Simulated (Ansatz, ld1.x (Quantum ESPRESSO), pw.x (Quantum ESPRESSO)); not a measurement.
# Rh (Z = 45): one change to the RRKJ potential, in the atom and in the sc crystal

Rh, norm-conserving RRKJ (Kleinman–Bylander form), made with ld1.x (Quantum ESPRESSO) 7.5 (PBE, scalar-relativistic). Core [Kr], reference 4d8 5s1 5p0. Waves: 5p (bound, empty): rc 3.40 bohr; 4d (bound): rc 1.75 bohr; 5s (bound): rc 2.15 bohr. Local part: the s channel. Core correction: Bessel-smoothed model core inside 1.20 bohr. rho0 = 0.02.

Change: wave 4d (bound): rc 1.75 bohr becomes 4d (bound): rc 2.62 bohr.

Cutoffs, loose and tight: the cutoffs (Ry, on a coarse ladder) from which the occupation-weighted sum of valence levels, in a spherical-Bessel basis at the reference potential, stays within 10 and 1 mRy of its value at 400 Ry. They do not see the model core or the augmentation charge, which bear on the density cutoff. Test errors are all-electron minus pseudo excitation energies from the reference, over the configurations 4d8 5s0 5p0; 4d7 5s0 5p0; 4d6 5s0 5p0; 4d5 5s0 5p0; 4d7 5s2 5p0; 4d8 5s0 5p1; 4d7 5s1 5p0; variants that change the core or the reference have their own tests.

Crystal test: sc Rh in pw.x 7.5, no spin, 13³ k-points, Fermi–Dirac smearing 0.01 Ry, cutoffs set for each file from its atomic test. The reference is all-electron LAPW (Ansatz 0.2.0) with the same functional, mesh and smearing; V0 and B0 come from Birch–Murnaghan fits to the pressures at five volumes. Errors are pseudo minus all-electron; Δ is the rms difference of the E(V) curves that follow from these fits, minima aligned, over ±6 % about the mean V0. Mesh and smearing are coarse, so the numbers serve the comparison and aren't converged zero-temperature values; the lattice is a test structure that the element need not adopt.

All-electron: a0 = 2.539 Å (V0 = 16.37 Å³/atom), B0 = 179.8 GPa.

Q: Does the change bring the crystal closer to the all-electron result?

A: The mean pressure error goes from +10.19 to +12.95 GPa, so the change moves the solid further from the all-electron pressures. Neither pressure curve crosses zero within the volumes sampled, so no fits are given.

| quantity | base | changed |
| --- | --- | --- |
| outcome (atom) | generated | generated |
| cutoff, loose (atom) | 50 Ry | 25 Ry |
| cutoff, tight (atom) | 55 Ry | 35 Ry |
| bound ghosts (atom) | none | none |
| largest test error (meV) (atom) | -1808 | -337 over the solved tests; 1 of 7 tests not solved or not reliable |
| cutoffs in pw.x (Ry) | 70/280 | 50/200 |
| mean pressure error (GPa) | +10.19 | +12.95 |

Base: The largest radius (3.40 bohr) exceeds half the bond length (2.40 bohr), so the spheres overlap, which is one possible source of error among others. This is a poor potential for the solid. Changed file: The largest radius (3.40 bohr) exceeds half the bond length (2.40 bohr), so the spheres overlap, which is one possible source of error among others. This is a poor potential for the solid. Atomic configuration tests: 1 of 7 tests not solved or not reliable. The atomic cutoffs weigh occupied waves only.
